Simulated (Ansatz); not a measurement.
# The honeycomb GaAs bilayer (AB) between two gates, part 2 of 3

Aim: screening and gap of the neutral honeycomb GaAs bilayer (AB) between oppositely charged gates.

Ansatz 0.2.0; plane-wave DFT, PBE-D3(BJ), Ansatz PAW.

So far. Step 2 (Relaxation): The lattice constant a goes from 4.050 to 4.015 Å.

## Step 3: Gated layer, displacement field 0, start network

The slab is cut off from its images along the normal. Two sheets of opposite charge stand for the gates, so the stack stays neutral in a displacement field; barriers ahead of the sheets keep electrons from leaking to them. The uncharged case sets the zero.

The cell differs from the one that the last finished run ended in (c 39.360 → 38.426 Å).

File input.yaml:

```yaml
crystal:
  lattice:
    - [4.0150554658, 0.0, 0.0]
    - [-2.0075277329, 3.477140031, 0.0]
    - [0.0, 0.0, 38.4256663937]
  atoms:
    - { symbol: As, position: [0.6666666667, 0.3333333333, 0.4450150539] }
    - { symbol: Ga, position: [0.3333333333, 0.6666666667, 0.461280972] }
    - { symbol: As, position: [0.0, 0.0, 0.5389911154] }
    - { symbol: Ga, position: [0.6666666667, 0.3333333333, 0.5549849461] }
  periodic: [true, true, false]
  symmetry: { detect: true }
kpoints:
  mp_grid: { grid: [42, 42, 1] }
  band_path:
    path: [[0, 0, 0], [0.5, 0, 0], [0.33333333, 0.33333333, 0], [0, 0, 0]]
    npoints: 16
hamiltonian:
  xc: pbe
  dispersion: d3bj
scf:
  occupations: { method: fermi_dirac, width: 0.02585 }
  convergence: { dr2_threshold: 1.0e-10 }
output:
  forces: true
  eigenvalues: true
  dos: { projected: true, e_range: [-3, 3], de: 0.01 }
  write_potential: true
  write_density: true
  volumetric_format: npy
  elf: true
external_charges:
  - { charge: 0, barrier: 10, axis: 3, height: 24.826, sigma: 0.25 }
  - { charge: 0, barrier: 10, axis: 3, height: 13.6, sigma: 0.25 }
```

The run is started by

```console
$ ansatz run input.yaml --threads 4 --pin off --max-ram 16384MiB --backend cpu --events-out ev --progress --plain --runs-dir out
```

Numbers of over 12 decimals in the logs are rounded to 6 here.

The program printed:

```text
[...]
Crystal: 4 atoms, lattice volume = 536.457 Å³
Basis set: ecut = 420 eV, 10557 PW (Γ), exchange–correlation on 54×54×540 points (8 copies of the dense FFT grid, shifted against one another)
Bands: 34, of which v1, the nominal top of the filled ones, is band 28 counted from 1 (27 counted from 0)
Symmetry: 6 space group operations
[...]
k-points: 169 of 1764 (time reversal used)
[...]
SCF iter   1: F=—  HF=-17278.907099 eV  |F-HF|=—  |Δ(HF+E_count)|=         —  Δρ=1.45e-3  dr2=3.22e-2  ethr=1.77e-3  ⟨swp⟩=13.6  Hψ=37383  notcnv=0  defer=5
[...]
SCF iter  13: F=-17278.902204 eV  HF=-17278.902204 eV  |F-HF|=2.51e-10  |Δ(HF+E_count)|=  6.55e-11  Δρ=3.43e-8  dr2=7.36e-12  ethr=1.00e-12  ⟨swp⟩=18.7  Hψ=45270  notcnv=0
SCF 1 converged in 13 iterations: F = -17278.902204 eV  dr2 = 7.36e-12
[...]
NSCF: frozen V_eff on 49 k-points
WARN: The input density's exchange-correlation potential varies sharply where the density is thin. Do not read a vacuum level from v_tot or v_xc, or from such a field of the output density. On a cell that repeats whose density bears no net charge and no dipole along the vacuum's axis use v_es (v_loc + v_h of the components); under efield.dipole_correction with no amplitude use v_es + v_field, which holds any external [...]
SCF converged after 13 iterations
Free energy (F): -17278.902204 eV
[...]
Internal energy: -17278.902204 eV  (E = F + TS)
E sigma→0 (E₀):  -17278.902204 eV
Fermi energy:    -4.529197 eV
[...]
--- Forces (eV/Å), atoms and charges each counted from 1 ---
  atom   1  As    -0.00000000     0.00000000     0.00899039
  atom   2  Ga     0.00000000     0.00000000     0.00211116
  atom   3  As     0.00000000     0.00000000    -0.00121733
  atom   4  Ga     0.00000000     0.00000000    -0.01069099
  external charge   1     0.00000000     0.00000000     0.01363285
  external charge   2     0.00000000     0.00000000    -0.01282612
  max |Σ_I F_I| component, the external charges' with the atoms': 3.65e-8 eV/Å
--- Band table (eV; the first three rows and the last of 169) ---
  k-point 0: bands = [... 24 lower, -5.5007, -5.5007, -4.9482, -4.9482, -3.9746, -3.5892, -1.7400, -0.5005, ... 2 higher]
  k-point 1: bands = [... 24 lower, -5.5719, -5.5135, -5.0398, -4.9592, -3.8957, -3.4991, -1.7342, -0.5322, ... 2 higher]
  k-point 2: bands = [... 24 lower, -5.7483, -5.5508, -5.2528, -4.9916, -3.7036, -3.2823, -1.7169, -0.6113, ... 2 higher]
  k-point 168: bands = [... 24 lower, -8.6147, -8.1025, -5.4977, -5.1421, -3.4800, -3.3463, 0.4591, 0.7526, ... 2 higher]
```

Wall time 2.2 min (4 threads of Arm Neoverse V1, shared host); peak memory 2.3 GiB.

Numbers from this step:

* gap along the path: 0.8481 eV
* smallest direct gap along the path: 0.9736 eV
* gap, the smaller of path and mesh: 0.8481 eV
* potential beyond the upper barrier and gate, less the barrier, from the Fermi level: 3.880 eV

Running mean over a fixed 2.7 Å (it still follows the layers) of the planar mean; beyond a gate it holds the 10 eV model barrier. Table of electron's electrostatic potential energy less the Fermi level by z:

| z (Å) | electron's electrostatic potential energy less the Fermi level (eV) |
| --- | --- |
| 4 | 15.2 |
| 5 | 15.2 |
| 6 | 15.2 |
| 7 | 15.2 |
| 8 | 15.2 |
| 9 | 15.2 |
| 10 | 15.2 |
| 11 | 15.2 |
| 12 | 15.1 |
| 13 | 12.4 |
| 14 | 8.66 |
| 15 | 4.82 |
| 16 | 1.59 |
| 17 | -2.03 |
| 18 | -1.88 |
| 19 | -0.0136 |
| 20 | -1.03 |
| 21 | -3.01 |
| 22 | -1.34 |
| 23 | 2.38 |
| 24 | 5.71 |
| 25 | 9.52 |
| 26 | 13.1 |
| 27 | 13.9 |
| 28 | 13.9 |
| 29 | 13.9 |
| 30 | 13.9 |
| 31 | 13.9 |
| 32 | 13.9 |
| 33 | 13.9 |
| 34 | 13.9 |
| 35 | 13.9 |

The density of states has structure finer than the step of the table below, so its rows give means over 0.1 eV, whole bins alone (the curve runs from -3 to 2.41 eV). Peaks (eV: height): -2.80: 5.44, -1.77: 4.72, -1.35: 6.43, -0.83: 6.19, -0.61: 4.48, 1.05: 4.02, 1.75: 4.36.

The density of states by energy, zero at the Fermi level of the run, which the smearing sets inside the gap; means over each step:

| energy (eV) | density of states (states/eV a cell) |
| --- | --- |
| -2.9 | 1.53 |
| -2.8 | 4.17 |
| -2.7 | 3.75 |
| -2.6 | 2.80 |
| -2.5 | 3.12 |
| -2.4 | 2.61 |
| -2.3 | 2.06 |
| -2.2 | 2.33 |
| -2.1 | 2.59 |
| -2.0 | 2.57 |
| -1.9 | 2.66 |
| -1.8 | 3.37 |
| -1.7 | 3.02 |
| -1.6 | 2.52 |
| -1.5 | 2.22 |
| -1.4 | 2.79 |
| -1.3 | 3.81 |
| -1.2 | 2.99 |
| -1.1 | 2.75 |
| -1.0 | 2.45 |
| -0.9 | 2.71 |
| -0.8 | 4.31 |
| -0.7 | 3.24 |
| -0.6 | 3.58 |
| -0.5 | 1.09 |
| -0.4 | 0.116 |
| -0.3 | 0 |
| -0.2 | 0 |
| -0.1 | 0 |
| 0.0 | 0 |
| 0.1 | 0 |
| 0.2 | 0 |
| 0.3 | 0 |
| 0.4 | 0.115 |
| 0.5 | 0.722 |
| 0.6 | 0.838 |
| 0.7 | 0.985 |
| 0.8 | 1.18 |
| 0.9 | 1.48 |
| 1.0 | 2.29 |
| 1.1 | 1.98 |
| 1.2 | 1.61 |
| 1.3 | 1.67 |
| 1.4 | 1.66 |
| 1.5 | 1.94 |
| 1.6 | 2.75 |
| 1.7 | 3.60 |
| 1.8 | 3.45 |
| 1.9 | 2.71 |
| 2.0 | 2.50 |
| 2.1 | 2.64 |
| 2.2 | 3.12 |
| 2.3 | 2.52 |

Projected DOS per atom over height of the atomic layer and energy from the Fermi level. Layers: As Ga As Ga from below.

Ten even steps from '_' (0.00 states/eV) to '@' (2.02 states/eV), each cell a mean:
```
----..--
----..--
::==--++
..--::==
__::..::
......++
......::
______..
________
________
________
..______
@@::--__
%%::--..
++::==..
++::++::
==::==..
==::==::
--..==::
::..++::
----**--
::::==::
```
Columns: height of the atomic layer (Å) from 17.1 to 21.3 (not evenly spaced); rows upwards: energy from the Fermi level (eV) from -2.98 to 2.42.

Electronic bands along the path, in eV, zero at the Fermi level of the run, which the smearing sets inside the gap:

| point | band 25 | band 26 | band 27 | band 28 | band 29 | band 30 | band 31 | band 32 |
| --- | --- | --- | --- | --- | --- | --- | --- | --- |
| Γ | -0.97 | -0.97 | -0.42 | -0.42 | 0.55 | 0.94 | 2.79 | 4.03 |
| halfway | -2.84 | -1.84 | -1.22 | -1.22 | 1.51 | 2.17 | 2.70 | 3.85 |
| M | -2.45 | -1.80 | -1.76 | -0.88 | 0.43 | 1.52 | 2.05 | 2.91 |
| halfway | -3.47 | -2.87 | -1.36 | -0.72 | 0.86 | 1.70 | 3.36 | 3.97 |
| K | -4.09 | -3.57 | -0.97 | -0.61 | 1.05 | 1.18 | 4.99 | 5.28 |
| halfway | -2.69 | -2.48 | -1.88 | -1.03 | 1.96 | 2.54 | 3.45 | 4.07 |
| Γ | -0.97 | -0.97 | -0.42 | -0.42 | 0.55 | 0.94 | 2.79 | 4.03 |

Electrostatic potential energy in the ca plane at fractional y = 0.333, with atoms of As and Ga within 0.2 Å of it. With pseudopotentials it is smooth inside the atoms' cores, unlike the true potential.

Ten even steps from '0' (-24 eV) to '9' (11 eV), each cell a mean:
```
99999999999977777665433556666654434566666678
99999999999977777653110256666642000356666678
99999999999977776651485136666530000145666678
99999999999977776641698136666530000045666678
99999999999977776651364146666540000145666678
99999999999977777664111356666653101456666678
99999999999977777665444556666655444566666678
99999999999977777666655556666655556666666678
99999999999977777666655555666554556666666678
99999999999977777666655555666554556666666678
99999999999977777666655556666655555666666678
```
Columns run along c (16.0 Å, from fractional 0.24 to 0.66 of the cell; values clipped at the 3rd and 97th percentile), rows up along a (4.0 Å). Atoms in or near the plane, at fractional coordinates: As at (0.45, 0.67), Ga at (0.55, 0.67).

Valence density in the ca plane at fractional y = 0.333, with atoms of As and Ga within 0.2 Å of it. It is the smooth field of the valence electrons, not physical close to the nuclei.

Ten steps, logarithmic in the rise over the least value, from '0' (0 e/Å³) to '9' (38 e/Å³), each cell a mean:
```
00000000000000000000111100000001111000000000
00000000000000000001243210000001232100000000
00000000000000000012586310000012685200000000
00000000000000000013798410000013897200000000
00000000000000000012576310000002574100000000
00000000000000000001232110000001222100000000
00000000000000000000111100000001110000000000
00000000000000000000001100000001100000000000
00000000000000000000000000000001100000000000
00000000000000000000000000000001100000000000
00000000000000000000001000000001100000000000
```
Columns run along c (16.0 Å, from fractional 0.24 to 0.66 of the cell), rows up along a (4.0 Å). Atoms in or near the plane, at fractional coordinates: As at (0.45, 0.67), Ga at (0.55, 0.67).

ELF in the ca plane at fractional y = 0.333, with atoms of As and Ga within 0.2 Å of it. It is the smooth field of the valence electrons, not physical close to the nuclei.

Values, 6 rows by 16 columns, each cell a mean:
```
0.00 0.00 0.00 0.00 0.01 0.20 0.62 0.67 0.64 0.30 0.17 0.37 0.34 0.30 0.06 0.00
0.00 0.00 0.00 0.00 0.03 0.38 0.79 0.47 0.45 0.35 0.10 0.16 0.16 0.29 0.08 0.00
0.00 0.00 0.00 0.00 0.03 0.34 0.77 0.53 0.51 0.34 0.11 0.19 0.17 0.30 0.08 0.00
0.00 0.00 0.00 0.00 0.01 0.13 0.50 0.64 0.62 0.27 0.21 0.46 0.41 0.29 0.05 0.00
0.00 0.00 0.00 0.00 0.00 0.01 0.08 0.26 0.35 0.19 0.36 0.56 0.45 0.19 0.03 0.00
0.00 0.00 0.00 0.00 0.00 0.02 0.15 0.36 0.42 0.20 0.33 0.57 0.48 0.21 0.03 0.00
```
Columns run along c (16.0 Å, from fractional 0.24 to 0.66 of the cell), rows up along a (4.0 Å). Atoms in or near the plane, at fractional coordinates: As at (0.45, 0.67), Ga at (0.55, 0.67).

The gap, the smaller of path and mesh, is 0.848 eV.

## Step 4: Gated layer, displacement field 0.905 V/nm

Edit input.yaml of step 3 so:

```diff
@@ -26,3 +26,2 @@
   eigenvalues: true
-  dos: { projected: true, e_range: [-3, 3], de: 0.01 }
   write_potential: true
@@ -30,5 +29,6 @@
   volumetric_format: npy
-  elf: true
 external_charges:
   - { charge: 0, barrier: 10, axis: 3, height: 24.826, sigma: 0.25 }
+  - { charge: -0.00698, axis: 3, height: 26.326, sigma: 0.5 }
   - { charge: 0, barrier: 10, axis: 3, height: 13.6, sigma: 0.25 }
+  - { charge: 0.00698, axis: 3, height: 12.1, sigma: 0.5 }
```

The program printed:

```text
[...]
Crystal: 4 atoms, lattice volume = 536.457 Å³
Basis set: ecut = 420 eV, 10557 PW (Γ), exchange–correlation on 54×54×540 points (8 copies of the dense FFT grid, shifted against one another)
Bands: 34, of which v1, the nominal top of the filled ones, is band 28 counted from 1 (27 counted from 0)
Symmetry: 6 space group operations
[...]
k-points: 169 of 1764 (time reversal used)
[...]
SCF iter   1: F=—  HF=-17279.485635 eV  |F-HF|=—  |Δ(HF+E_count)|=         —  Δρ=1.55e-2  dr2=2.60e0  ethr=3.10e-3  ⟨swp⟩=14.3  Hψ=39443  notcnv=0
[...]
SCF iter  14: F=-17278.908989 eV  HF=-17278.908989 eV  |F-HF|=2.18e-11  |Δ(HF+E_count)|=   1.02e-9  Δρ=4.10e-8  dr2=9.31e-12  ethr=1.00e-12  ⟨swp⟩=7.8  Hψ=37395  notcnv=0
SCF 1 converged in 14 iterations: F = -17278.908989 eV  dr2 = 9.31e-12
[...]
SCF converged after 14 iterations
Free energy (F): -17278.908989 eV
[...]
Internal energy: -17278.908989 eV  (E = F + TS)
E sigma→0 (E₀):  -17278.908989 eV
Fermi energy:    -4.532983 eV
[...]
--- Forces (eV/Å), atoms and charges each counted from 1 ---
  atom   1  As     0.00000000     0.00000000     0.00029121
  atom   2  Ga     0.00000000     0.00000000     0.00926631
  atom   3  As     0.00000000     0.00000000    -0.00526157
  atom   4  Ga     0.00000000     0.00000000    -0.00355936
  external charge   1     0.00000000     0.00000000     0.01282924
  external charge   2     0.00000000     0.00000000    -0.00031607
  external charge   3     0.00000000     0.00000000    -0.01356444
  external charge   4     0.00000000     0.00000000     0.00031540
  max |Σ_I F_I| component, the external charges' with the atoms': 7.27e-7 eV/Å
--- Band table (eV; the first three rows and the last of 169) ---
  k-point 0: bands = [... 24 lower, -5.4833, -5.4833, -4.9632, -4.9632, -3.9612, -3.6098, -1.6922, -0.4874, ... 2 higher]
  k-point 1: bands = [... 24 lower, -5.5550, -5.4961, -5.0550, -4.9742, -3.8823, -3.5192, -1.6864, -0.5198, ... 2 higher]
  k-point 2: bands = [... 24 lower, -5.7331, -5.5335, -5.2679, -5.0064, -3.6900, -3.3013, -1.6694, -0.6004, ... 2 higher]
  k-point 168: bands = [... 24 lower, -8.5977, -8.1168, -5.4798, -5.1563, -3.4558, -3.3578, 0.4963, 0.7453, ... 2 higher]
```

It took 2.5 min on 4 threads; peak memory 2.3 GiB.

This step gave:

```
gap along the path                                                                  : 0.8694 eV
smallest direct gap along the path                                                  : 1.002 eV
gap, the smaller of path and mesh                                                   : 0.8694 eV
potential beyond the upper barrier and gate, less the barrier, from the Fermi level : 4.235 eV
```

The electronic bands at the labelled points (eV, zero at the Fermi level of the run, which the smearing sets inside the gap):

| point | band 25 | band 26 | band 27 | band 28 | band 29 | band 30 | band 31 | band 32 |
| --- | --- | --- | --- | --- | --- | --- | --- | --- |
| Γ | -0.95 | -0.95 | -0.43 | -0.43 | 0.57 | 0.92 | 2.84 | 4.05 |
| halfway | -2.83 | -1.83 | -1.23 | -1.22 | 1.53 | 2.17 | 2.73 | 3.85 |
| M | -2.43 | -1.81 | -1.74 | -0.89 | 0.44 | 1.53 | 2.06 | 2.91 |
| halfway | -3.45 | -2.87 | -1.34 | -0.73 | 0.87 | 1.71 | 3.39 | 3.95 |
| K | -4.06 | -3.58 | -0.95 | -0.62 | 1.08 | 1.18 | 5.03 | 5.28 |
| halfway | -2.68 | -2.46 | -1.89 | -1.03 | 2.00 | 2.53 | 3.48 | 4.06 |
| Γ | -0.95 | -0.95 | -0.43 | -0.43 | 0.57 | 0.92 | 2.84 | 4.05 |

The gap, the smaller of path and mesh, is 0.869 eV.

## Step 5: Gated layer, displacement field 1.81 V/nm

Edit input.yaml of step 4 so:

```diff
@@ -31,4 +31,4 @@
   - { charge: 0, barrier: 10, axis: 3, height: 24.826, sigma: 0.25 }
-  - { charge: -0.00698, axis: 3, height: 26.326, sigma: 0.5 }
+  - { charge: -0.013961, axis: 3, height: 26.326, sigma: 0.5 }
   - { charge: 0, barrier: 10, axis: 3, height: 13.6, sigma: 0.25 }
-  - { charge: 0.00698, axis: 3, height: 12.1, sigma: 0.5 }
+  - { charge: 0.013961, axis: 3, height: 12.1, sigma: 0.5 }
```

The program printed:

```text
[...]
Crystal: 4 atoms, lattice volume = 536.457 Å³
Basis set: ecut = 420 eV, 10557 PW (Γ), exchange–correlation on 54×54×540 points (8 copies of the dense FFT grid, shifted against one another)
Bands: 34, of which v1, the nominal top of the filled ones, is band 28 counted from 1 (27 counted from 0)
Symmetry: 6 space group operations
[...]
k-points: 169 of 1764 (time reversal used)
[...]
--- Band table (eV; the first three rows and the last of 169) ---
  k-point 0: bands = [... 24 lower, -5.4666, -5.4666, -4.9798, -4.9798, -3.9487, -3.6320, -1.6468, -0.4756, ... 2 higher]
  k-point 1: bands = [... 24 lower, -5.5390, -5.4795, -5.0717, -4.9907, -3.8697, -3.5408, -1.6411, -0.5088, ... 2 higher]
  k-point 2: bands = [... 24 lower, -5.7190, -5.5171, -5.2845, -5.0227, -3.6774, -3.3219, -1.6244, -0.5909, ... 2 higher]
  k-point 168: bands = [... 24 lower, -8.5815, -8.1328, -5.4628, -5.1723, -3.4322, -3.3707, 0.5321, 0.7351, ... 2 higher]
[key lines of the parts left out:]
SCF converged after 13 iterations
Free energy (F): -17278.911223 eV
Fermi energy:    -4.538135 eV
```

Run time: 2.2 min. Hardware: 4 threads; peak memory 2.3 GiB.

The gap, the smaller of path and mesh, is 0.891 eV.

## Step 6: Gated layer, displacement field 2.71 V/nm

Edit input.yaml of step 5 so:

```diff
@@ -31,4 +31,4 @@
   - { charge: 0, barrier: 10, axis: 3, height: 24.826, sigma: 0.25 }
-  - { charge: -0.013961, axis: 3, height: 26.326, sigma: 0.5 }
+  - { charge: -0.020941, axis: 3, height: 26.326, sigma: 0.5 }
   - { charge: 0, barrier: 10, axis: 3, height: 13.6, sigma: 0.25 }
-  - { charge: 0.013961, axis: 3, height: 12.1, sigma: 0.5 }
+  - { charge: 0.020941, axis: 3, height: 12.1, sigma: 0.5 }
```

The program printed:

```text
[...]
Crystal: 4 atoms, lattice volume = 536.457 Å³
Basis set: ecut = 420 eV, 10557 PW (Γ), exchange–correlation on 54×54×540 points (8 copies of the dense FFT grid, shifted against one another)
Bands: 34, of which v1, the nominal top of the filled ones, is band 28 counted from 1 (27 counted from 0)
Symmetry: 6 space group operations
[...]
k-points: 169 of 1764 (time reversal used)
[...]
--- Band table (eV; the first three rows and the last of 169) ---
  k-point 0: bands = [... 24 lower, -5.4508, -5.4508, -4.9979, -4.9979, -3.9371, -3.6558, -1.6039, -0.4652, ... 2 higher]
  k-point 1: bands = [... 24 lower, -5.5239, -5.4637, -5.0899, -5.0087, -3.8582, -3.5641, -1.5983, -0.4992, ... 2 higher]
  k-point 2: bands = [... 24 lower, -5.7059, -5.5015, -5.3025, -5.0406, -3.6659, -3.3440, -1.5818, -0.5829, ... 2 higher]
  k-point 168: bands = [... 24 lower, -8.5662, -8.1502, -5.4468, -5.1900, -3.4093, -3.3851, 0.5662, 0.7218, ... 2 higher]
[key lines of the parts left out:]
SCF converged after 14 iterations
Free energy (F): -17278.908898 eV
Fermi energy:    -4.544573 eV
```

Wall time 2.2 min (4 threads); peak memory 2.3 GiB.

The gap, the smaller of path and mesh, is 0.912 eV.

(Continued in part 3 of 3.)

[Logs are printed without paths, hosts, clocks, repeated set-up lines and the standing remarks that a program may print on its own settings, such as how far it seeks lower states.]

[Hosts, paths, dates, database ids (printed as entryN), source tags and the programs' standing remarks are cut or masked in the printed files.]

[Maps of the electrostatic potential energy from Ansatz leave out the sawtooth potential of an applied field or a dipole correction, so their vacuum need not be flat; planar profiles and work functions include it.]

[The density of states shown here was stored with 400 of the rows of the run's finer table, so its peaks can read low, often by over a quarter, or be missed, and its means over a window can be off by a tenth or more.]
